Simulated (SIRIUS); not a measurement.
**BN under changes of volume**

One of the cells (9.666 Å³/atom); the others are scaled copies at fixed shape and fractional positions:

```xyz
2
Lattice="0.0000 3.5185 2.1804 1.2599 0.0000 2.1804 1.2599 3.5185 0.0000" Properties=species:S:1:pos:R:3 pbc="T T T"
N     1.2599    3.5185    2.9072
B     1.2599    3.5185    0.0002
```

Measurements of this composition are mostly on another form, of space group No. 194.

* Program: SIRIUS 7.12.0
* Functional: PBE
* Potentials or basis: all-electron FP-LAPW
* Cutoff: 427 eV
* Basis: apw+lo standard
* k mesh: 13 × 13 × 13
* Occupations: fermi-dirac, width 0.05 eV
* Spin: no spin polarisation

| volume (Å³/atom) | energy over the lowest point (meV/atom) | gap on the mesh (eV) |
| --- | --- | --- |
| 8.908 | 39.96 | 3.94 |
| 9.097 | 20.49 | 3.93 |
| 9.287 | 7.72 | 3.92 |
| 9.666 | 0.00 | 3.89 |
| 9.855 | 4.01 | 3.87 |
| 10.045 | ? | ? |

Problem. What does the run at 10.045 Å³/atom give?

Solution. Energy over the lowest point 12.71 meV/atom; gap on the mesh 3.86 eV.

Worked out: A Birch-Murnaghan fit of order 3 (a polynomial in V^(-2/3)) to the other rows has its minimum at 9.61 Å³/atom with B0 = V·E''(V) = 224 GPa and B' = 3.7 at fixed shape and positions, which overstates the stiffness. It gives 12.66 meV/atom at 10.045 Å³/atom, against the run's 12.71. A straight line through the other rows of the gap, of slope -0.69 eV per unit of ln V, extrapolates to 3.86 eV, against the run's 3.86.

Energies are extrapolated to zero smearing.

Caveats: an odd mesh through Γ misses points on the zone boundary, where band edges often lie.
